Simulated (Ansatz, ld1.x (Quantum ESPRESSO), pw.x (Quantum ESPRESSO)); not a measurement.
Ti (sc): variants of one RRKJ potential in the solid

titanium, norm-conserving RRKJ (Kleinman–Bylander form), made with ld1.x (Quantum ESPRESSO) 7.5 (PBE, scalar-relativistic). Core [Ar], reference 3d2 4s2 4p0. Waves: 4s (bound): rc 2.75 bohr; 3d (bound): rc 1.20 bohr; 4f channel at 0.05 Ry: rc 2.95 bohr; 4p (bound, empty): rc 3.90 bohr. Local part: the p channel. Core correction: Bessel-smoothed model core inside 0.70 bohr. rho0 = 0.001.

Crystal test: sc Ti in pw.x 7.5, no spin, 12³ k-points, Fermi–Dirac smearing 0.01 Ry, cutoffs set for each file from its atomic test. The reference is all-electron LAPW (Ansatz 0.2.0) with the same functional, mesh and smearing; V0 and B0 come from Birch–Murnaghan fits to the pressures at five volumes. Errors are pseudo minus all-electron; Δ is the rms difference of the E(V) curves that follow from these fits, minima aligned, over ±6 % about the mean V0. Mesh and smearing are coarse, so the numbers serve the comparison and aren't converged zero-temperature values; the lattice is a test structure that the element need not adopt.

All-electron: a0 = 2.647 Å (V0 = 18.54 Å³/atom), B0 = 76.8 GPa.

Base: The largest radius (3.90 bohr) exceeds half the bond length (2.50 bohr), so the spheres overlap, which is one possible source of error among others. This is a poor potential for the solid. Note: ghost state, extra bound levels that the all-electron valence spectrum of the same l lacks: s at -3.5 eV. A true bound ghost makes a file unfit for plane-wave use. Atomic configuration tests: 2 of 7 tests not solved or not reliable. The logarithmic derivative shows an extra or strongly shifted pseudo pole above the reference energy (s near -0.27 Ry).

1 further variants are left out: they gave no file fit for a test, a broken result, the same result as the base, or pressures whose basis-set error rivals the error shown.

A dash in a converged row means that the minimum lies outside the volumes sampled.

| change | cutoffs (Ry) | pw.x | a0 (Å) | a0 error (%) | B0 error (%) | Δ (meV/atom) | mean pressure error (GPa) |
| --- | --- | --- | --- | --- | --- | --- | --- |
| base | 135/540 | converged; bound ghost | – | – | – | – | +9.26 |
| all radii but the core radius scaled by about 1.30 (s 3.56, p 5.06, d 1.56, f 3.82 bohr) | 85/340 | converged; bound ghost | 2.672 | +0.96 | +21.8 | 12.4 | +3.70 |
| wave 4p (bound): rc 3.90 bohr becomes 4p (bound): rc 3.04 bohr | 135/540 | converged; bound ghost | – | – | – | – | +10.15 |
| wave 3d (bound): rc 1.20 bohr becomes 3d (bound): rc 1.60 bohr | 85/340 | converged; bound ghost | – | – | – | – | +9.06 |
| wave 4s (bound): rc 2.75 bohr becomes 4s (bound): rc 3.78 bohr | 135/540 | converged; bound ghost | – | – | – | – | +9.07 |
